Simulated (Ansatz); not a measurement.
# Co in Ansatz: the effect of starting spin order

The system is Co.

```xyz
1
Lattice="-1.4146 1.3929 1.3922 1.4430 -1.3751 1.4028 1.4113 1.3718 -1.3744" Properties=species:S:1:pos:R:3 pbc="T T T"
Co    0.0000    0.0000    0.0000
```

This isn't the form of Co at room conditions, which is hcp.

The cell isn't the ideal one: cell sheared at random, sigma 0.01, atoms nudged by 0.01 Å.

Alike in all runs:

```yaml
Program: Ansatz 0.2.0
Task: single point
Functional: PBE
Potentials_or_basis: Ansatz PAW
Cutoff: "420 eV (not typed: the program's choice for these potentials)"
k_mesh: 13 × 13 × 13
Occupations: fermi-dirac, width 0.05 eV
```

```tsv
starting spin order	spin	starting moments	energy over the lowest run (meV/atom)	final net moment (μB)	final largest site moment (μB)
spin off	no spin polarisation	-	?	?	?
fm	collinear spin, ferromagnetic start	[2.0] μB	0.0	1.71	1.78
random	collinear spin, random start	[0.68] μB	0.0	1.71	1.78
ferromagnetic start, larger moments	collinear spin, ferromagnetic start	[3.5] μB	0.0	1.71	1.78
```

Question: What does the run with starting spin order spin off give?

Answer: Energy over the lowest run 371.3 meV/atom; final net moment 0.00 μB; final largest site moment 0.00 μB.
